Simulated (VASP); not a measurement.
## VASP 6.6.1 run: CdF₂

INCAR

```
PREC = Accurate
LDAUTYPE = 2
LREAL = .FALSE.
LDAUL = 2 -1
ISIF = 2
LMAXMIX = 4
SIGMA = 0.02
LDAUU = 2.0 0
LWAVE = .FALSE.
LASPH = .TRUE.
NBANDS = 20
EDIFF = 1E-7
LDAUJ = 0 0
GGA = PE
LCHARG = .FALSE.
IBRION = -1
ENCUT = 400
NELM = 65
NSW = 0
LDAU = .TRUE.
ISMEAR = -1
```

KPOINTS

```
KPOINTS created by Atomic Simulation Environment
0
Gamma
8 8 8
0 0 0
```

POSCAR

```
Cd F
 1.0000000000000000
     0.0000000000000000    2.6268232390000001    2.7502455630000000
     2.6268232390000001    0.0000000000000000    2.7502455630000000
     2.6268232390000001    2.6268232390000001    0.0000000000000000
 Cd  F
   1   2
Cartesian
  0.0000000000000000  0.0000000000000000  0.0000000000000000
  1.3134116195000001  1.3134116195000001  1.3751227815000000
  3.9402348585000007  3.9402348585000007  4.1253683445000000
```

The recommended PBE PAW datasets give the neutral cell 26 valence electrons.

Command

```
mpirun -np 1 vasp_std
```

OSZICAR

```
N       E                     dE             d eps       ncg     rms          rms(c)
DAV:   1     0.166782908471E+03    0.16678E+03   -0.13698E+04  2464   0.109E+03
DAV:   2    -0.549516366102E+01   -0.17228E+03   -0.16579E+03  2604   0.308E+02
DAV:   3    -0.120952764763E+02   -0.66001E+01   -0.65871E+01  2708   0.686E+01
DAV:   4    -0.121183814500E+02   -0.23105E-01   -0.23104E-01  2528   0.409E+00
DAV:   5    -0.121184495715E+02   -0.68122E-04   -0.68121E-04  2724   0.197E-01    0.109E+01
DAV:   6    -0.105310785081E+02    0.15874E+01   -0.36796E+00  2800   0.368E+01    0.862E+00
DAV:   7    -0.105943205750E+02   -0.63242E-01   -0.10395E+00  2448   0.848E+00    0.488E+00
DAV:   8    -0.105919113555E+02    0.24092E-02   -0.16916E-01  2424   0.359E+00    0.856E-01
DAV:   9    -0.105801837802E+02    0.11728E-01   -0.44384E-02  2724   0.245E+00    0.104E-01
DAV:  10    -0.105808276549E+02   -0.64387E-03   -0.33151E-03  2464   0.638E-01    0.155E-01
DAV:  11    -0.105809704970E+02   -0.14284E-03   -0.24352E-04  2520   0.129E-01    0.462E-02
DAV:  12    -0.105809825874E+02   -0.12090E-04   -0.59357E-05  2480   0.625E-02    0.164E-02
DAV:  13    -0.105809834865E+02   -0.89910E-06   -0.10653E-05  2616   0.272E-02    0.643E-03
DAV:  14    -0.105809830955E+02    0.39101E-06   -0.12299E-06  2520   0.138E-02    0.147E-03
DAV:  15    -0.105809831352E+02   -0.39703E-07   -0.84742E-08  2100   0.278E-03
   1 F= -.10580983E+02 E0= -.10580983E+02  d E =-.210014E-10
```

From OUTCAR

```
k-points           NKPTS =     59   k-points in BZ     NKDIM =     59   number of bands    NBANDS=     20

   NELECT =      26.0000    total number of electrons

   dimension x,y,z NGX =    28 NGY =   28 NGZ =   24
   dimension x,y,z NGXF=    56 NGYF=   56 NGZF=   48

  energy-cutoff  :      400.00
  volume of cell :       37.95
      direct lattice vectors                 reciprocal lattice vectors
     0.000000000  2.626823239  2.750245563    -0.190343984  0.190343984  0.181801948
     2.626823239  0.000000000  2.750245563     0.190343984 -0.190343984  0.181801948
     2.626823239  2.626823239  0.000000000     0.190343984  0.190343984 -0.181801948

 k-points in reciprocal lattice and weights: KPOINTS created by Atomic Simulation Env
   0.00000000  0.00000000  0.00000000       0.002
   0.12500000  0.00000000  0.00000000       0.016
   0.25000000  0.00000000  0.00000000       0.016
   0.37500000  0.00000000  0.00000000       0.016
   0.50000000  0.00000000  0.00000000       0.008
   0.12500000  0.12500000  0.00000000       0.004
   0.25000000  0.12500000  0.00000000       0.016
   0.37500000  0.12500000  0.00000000       0.016
   ...

 E-fermi :  -0.7813

 k-point     1 :       0.0000    0.0000    0.0000
  band No.  band energies     occupation
      1     -22.0853      2.00000
      2     -20.8853      2.00000
      3      -7.5048      2.00000
      4      -7.4722      2.00000
      5      -7.4722      2.00000
      6      -6.3692      2.00000
      7      -6.3511      2.00000
      8      -2.4305      2.00000
      9      -2.0330      2.00000
     10      -2.0330      2.00000
     11      -1.9161      2.00000
     12      -1.9161      2.00000
     13      -1.7711      2.00000
     14       2.0884      0.00000
     15      11.7600      0.00000
     16      11.7600      0.00000
     17      11.8893      0.00000
     18      16.8393      0.00000
     19      18.2669      0.00000
     20      19.2941      0.00000

 k-point     2 :       0.1250    0.0000    0.0000
  band No.  band energies     occupation
      1     -22.0281      2.00000
      2     -20.9324      2.00000
      3      -7.4408      2.00000
      4      -7.4132      2.00000
      5      -7.3136      2.00000
      6      -6.3821      2.00000
      7      -6.3670      2.00000
      8      -2.7484      2.00000
      9      -2.3284      2.00000
     10      -2.2156      2.00000
     11      -1.9603      2.00000
     12      -1.8235      2.00000
     13      -1.7779      2.00000
     14       2.6783      0.00000
     15      11.0662      0.00000
     16      12.0173      0.00000
     17      12.0829      0.00000
     18      17.8697      0.00000
     19      17.9530      0.00000
     20      18.9086      0.00000

 k-point     3 :       0.2500    0.0000    0.0000
  band No.  band energies     occupation
      1     -21.8826      2.00000
      2     -21.0673      2.00000
      3      -7.3184      2.00000
      4      -7.2773      2.00000
      5      -6.8768      2.00000
      6      -6.3852      2.00000
      7      -6.3845      2.00000
      8      -3.4369      2.00000
      9      -2.6606      2.00000
     10      -2.5407      2.00000
     11      -2.4336      2.00000
     12      -1.7750      2.00000
     13      -1.7498      2.00000
     14       4.0071      0.00000
     15       9.8716      0.00000
     16      12.6568      0.00000
     17      12.6964      0.00000
     18      17.3910      0.00000
     19      18.2143      0.00000
     20      18.8063      0.00000

 ...

  Total        0.0463846      0.0463846     -1.1449477      0.0000000     -0.0000000      0.0000000
  in kB        1.9580402      1.9580402    -48.3318090      0.0000000     -0.0000000      0.0000000
  external PRESSURE =     -14.8052428 kB  Pullay stress =       0.0000000 kB

 POSITION                                       TOTAL-FORCE (eV/Angst)
 -----------------------------------------------------------------------------------
      0.00000      0.00000      0.00000         0.000000      0.000000     -0.000000
      1.31341      1.31341      1.37512        -0.000000     -0.000000     -0.000000
      3.94023      3.94023      4.12537         0.000000      0.000000      0.000000
 -----------------------------------------------------------------------------------
    total drift:                                0.000000      0.000000      0.000000

  FREE ENERGIE OF THE ION-ELECTRON SYSTEM (eV)
  ---------------------------------------------------
  free  energy   TOTEN  =       -10.5809831352 eV

  energy  without entropy=      -10.5809831352  energy(sigma->0) =      -10.58098314
```

It converged. Results: gap between bands v and c on the k mesh 3.26 eV; least direct gap on the k mesh 3.86 eV; pressure -1.5 GPa. Band v is the last that the valence electrons fill when counted band by band, and c is the next.

For comparison, a separate PBE run of the intended cell, on usual settings and not on those above, gives a gap of 3.11 eV on its mesh and a pressure of 10.1 GPa.

The run above took about 25 s on one core of a shared host (Intel Xeon Platinum 8488C) and held 0.16 GiB at most.
